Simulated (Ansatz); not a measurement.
# TaAs: the cost of one run

Computed with Ansatz 0.2.0 (DFT r²SCAN, scalar-relativistic, plane waves, PAW, unless a step's input says otherwise).

1 further run of the same task is left out (set aside as unsound or not needed). Runs told in other sessions of the task aren't counted.

## 1. The starting structure

Symmetry: Fm-3m, No. 225, cubic system. Conventional cell: a = 5.239 Å, b = 5.239 Å, c = 5.239 Å, α = 90.00°, β = 90.00°, γ = 90.00°. Around Ta (site symmetry m-3m) lie 6 As at 2.62 Å. As (site symmetry m-3m) is surrounded by 6 Ta at 2.62 Å.

As a file:

```cif
data_structure
_symmetry_space_group_name_H-M 'Fm-3m'
_symmetry_Int_Tables_number 225
_cell_length_a 5.2386
_cell_length_b 5.2386
_cell_length_c 5.2386
_cell_angle_alpha 90.000
_cell_angle_beta 90.000
_cell_angle_gamma 90.000
_cell_volume 143.76
loop_
_atom_site_label
_atom_site_type_symbol
_atom_site_symmetry_multiplicity
_atom_site_Wyckoff_symbol
_atom_site_fract_x
_atom_site_fract_y
_atom_site_fract_z
_atom_site_occupancy
Ta1 Ta 4 b 0.50000 0.00000 0.00000 1
As1 As 4 a 0.00000 0.00000 0.00000 1
```

An earlier run at r²SCAN left this cell at 17.970 Å³/atom and 0.00 GPa (12×12×12 mesh).

The changes: atom 2 (As) moved 0.12 Å along x; strain e4 = +0.03, atoms carried along; all atoms moved at random (σ = 0.06 Å), cell strained at random (1 %).

## 2. Atom 2 (As) moved 0.12 Å along x

The input, input.yaml:

```yaml
crystal:
  lattice:
    - [0.0, 2.6192812653, 2.6192812653]
    - [2.6192812653, 0.0, 2.6192812653]
    - [2.6192812653, 2.6192812653, 0.0]
  atoms:
    - { symbol: Ta, position: [0.5, 0.5, 0.5] }
    - { symbol: As, position: [-0.0229070474, 0.0229070474, 0.0229070474] }
basis:
  ecutwfc: 500
  ecutrho_ratio: 4
kpoints:
  mp_grid: { grid: [12, 12, 12] }
hamiltonian:
  xc: r2scan
scf:
  occupations: { method: gaussian, width: 0.05 }
output:
  forces: true
  stress: true
  eigenvalues: true
  write_density: true
  write_potential: true
  elf: true
  volumetric_format: npy
```

Command:

```bash
$ ansatz run input.yaml --threads 2 --pin off --max-ram 2662MiB --backend cpu --events-out ev --progress --plain --runs-dir out
```

**Question.** How long does this run take on 2 threads of Intel Xeon Platinum 8488C (Sapphire Rapids), shared host, and how much memory does it need?

About 11 s, with a peak of 0.63 GiB.
